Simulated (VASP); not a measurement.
S: single point with PBE+D3(BJ)

The system is S.

```
CELL_PARAMETERS angstrom
5.38300 3.10788 1.40833
-5.38300 3.10788 1.40833
0.00000 -6.21575 1.40833
ATOMIC_POSITIONS crystal
S 0.58450 0.35100 0.24650
S 0.24650 0.58450 0.35100
S 0.35100 0.24650 0.58450
S 0.41550 0.64900 0.75350
S 0.75350 0.41550 0.64900
S 0.64900 0.75350 0.41550
```

This isn't the form of S at room conditions, which is orthorhombic, of S8 rings.

```
Program             : VASP 6.6.1
Task                : single point
Functional          : PBE
Dispersion          : D3(BJ)
Potentials or basis : VASP PAW PBE potentials, release 64 (S)
Cutoff              : 520 eV
k mesh              : 6 × 6 × 6
Occupations         : gaussian, width 0.1 eV
Spin                : no spin polarisation
```

The pressure is -0.1 GPa. The largest force is 0.121 eV/Å and the band gap on the k mesh is 2.01 eV, indirect (least direct gap 2.09 eV). The dispersion energy per atom is -0.250 eV.

Forces in eV/Å, atoms in the order of the input:
```
S    0.067  0.097 -0.028
S   -0.117  0.010 -0.028
S    0.050 -0.106 -0.028
S   -0.067 -0.097  0.028
S    0.117 -0.010  0.028
S   -0.050  0.106  0.028
```

Stress tensor (GPa, compression positive):
```
 0.02  0.00  0.00
 0.00  0.02  0.00
 0.00  0.00 -0.27
```

Levels at points of the mesh, in eV from the valence-band top:
| k point | band 16 | band 17 | band 18 | band 19 | band 20 | band 21 |
| --- | --- | --- | --- | --- | --- | --- |
| (0.00, 0.00, 0.00) | -1.00 | -0.89 | -0.89 | 2.28 | 2.28 | 3.32 |
| (0.50, 0.00, 0.00) | -1.13 | -0.77 | -0.21 | 2.40 | 2.76 | 2.94 |
| (0.50, 0.50, 0.00) | -1.22 | -1.09 | -0.71 | 2.16 | 2.74 | 3.22 |
| (0.50, 0.50, 0.50) | -1.24 | -1.24 | 0.00 | 2.09 | 2.09 | 2.73 |

Wall time 2.7 min on 1 thread of Intel(R) Xeon(R) Platinum 8259CL CPU @ 2.50GHz (Skylake/Cascade Lake), with other jobs on the host, peak memory 0.36 GiB.

A k mesh can miss the band edges. As with any semilocal functional, this PBE gap is likely too small.
